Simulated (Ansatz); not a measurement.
# In under changes of volume

One of the cells (26.419 Å³/atom); the others are scaled copies at fixed shape and fractional positions:

```xyz
3
Lattice="1.6696 0.9640 8.2075 -1.6696 0.9640 8.2075 0.0000 -1.9279 8.2075" Properties=species:S:1:pos:R:3 pbc="T T T"
In    0.0000    0.0000    5.4659
In    0.0000    0.0000   19.1565
In    0.0000    0.0000    0.0000
```

This isn't the form of In at room conditions, which is tetragonal.

```yaml
Program: Ansatz 0.2.0
Functional: PBE
Potentials_or_basis: Ansatz PAW
Cutoff: "420 eV (not typed: the program's choice for these potentials)"
k_mesh: 9 × 9 × 9
Occupations: fermi-dirac, width 0.05 eV
Spin: no spin polarisation
```

| volume (Å³/atom) | energy over the lowest point (meV/atom) | pressure (GPa) | largest force (eV/Å) |
| --- | --- | --- | --- |
| 24.834 | ? | ? | ? |
| 25.363 | 24.56 | 3.7 | 0.006 |
| 25.891 | 13.93 | 2.7 | 0.013 |
| 26.419 | 6.53 | 1.8 | 0.020 |
| 26.948 | 1.98 | 1.0 | 0.026 |
| 27.476 | 0.00 | 0.2 | 0.032 |
| 28.005 | 0.29 | -0.4 | 0.037 |

Question: What does the run at 24.834 Å³/atom give?

Answer: Energy over the lowest point 38.78 meV/atom; pressure 4.9 GPa; largest force 0.003 eV/Å.

Worked out: A Birch-Murnaghan fit of order 3 (a polynomial in V^(-2/3)) to the other rows has its minimum at 27.67 Å³/atom with B0 = V·E''(V) = 35 GPa and B' = 5.1 at fixed shape and positions, which overstates the stiffness. It gives 38.84 meV/atom at 24.834 Å³/atom, against the run's 38.78, and -dE/dV = 4.9 GPa, against 4.9.

Energies are extrapolated to zero smearing.
